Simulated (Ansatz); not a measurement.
Runs of Ansatz 0.2.0 on V. The structure is cubic, space group Im-3m (No. 229). The conventional cell has a = 3.029 Å, b = 3.029 Å, c = 3.029 Å, α = 90.00°, β = 90.00°, γ = 90.00°. Around V (site symmetry m-3m) lie 8 V at 2.62 Å. 

| task | level | cell | k mesh | cutoff (eV) | smearing | gap on the mesh (eV) | pressure (GPa) | moment (μB) | relaxed volume (Å³/atom) |
| --- | --- | --- | --- | --- | --- | --- | --- | --- | --- |
| single point | PBE | strain = 0.02 | 9 × 9 × 9 | 250 | fermi-dirac 0.05 eV | none | -11.2 | 0.00 | - |
| relaxation of cell and atoms | RPBE+D4 | relaxed | 12 × 12 × 12 | - | fermi-dirac 0.05 eV | - | 0.0 | 0.00 | 13.25 |
| single point | PBE | as given | 12 × 12 × 12 | 258 | gaussian 0.019 eV | none | -5.3 | 0.12 | - |
| relaxation of cell and atoms | RPBE | relaxed | 12 × 12 × 12 | - | fermi-dirac 0.05 eV | - | 0.0 | 0.00 | 13.78 |
| band structure | revPBE | as given | 12 × 12 × 12 | 258 | fermi-dirac 0.05 eV | - | (a) | 0.00 | - |
| relaxation of cell and atoms | PBEsol | relaxed | 12 × 12 × 12 | - | fermi-dirac 0.05 eV | - | 0.0 | 0.00 | 12.94 |
| relaxation of cell and atoms | BLYP | relaxed | 12 × 12 × 12 | - | fermi-dirac 0.05 eV | - | 0.0 | 0.00 | (b) |
| band structure | PBEsol | as given | 12 × 12 × 12 | 257 | fermi-dirac 0.05 eV | - | (c) | 0.00 | - |

Alike in all rows: potentials or basis all-electron LAPW, scalar-relativistic; spin collinear, ferromagnetic start; basis error allowed 0.001 eV/atom.

**Question.** Estimate the missing entries.

**Answer.** (a) -2.4; (b) 13.84; (c) -12.1.

Caveats: the starting moments weren't kept; the k mesh is thin for a metal, which can move the energy by tens of meV per atom (some runs).

A gap of «none» marks a metal or a gap under the smearing width.
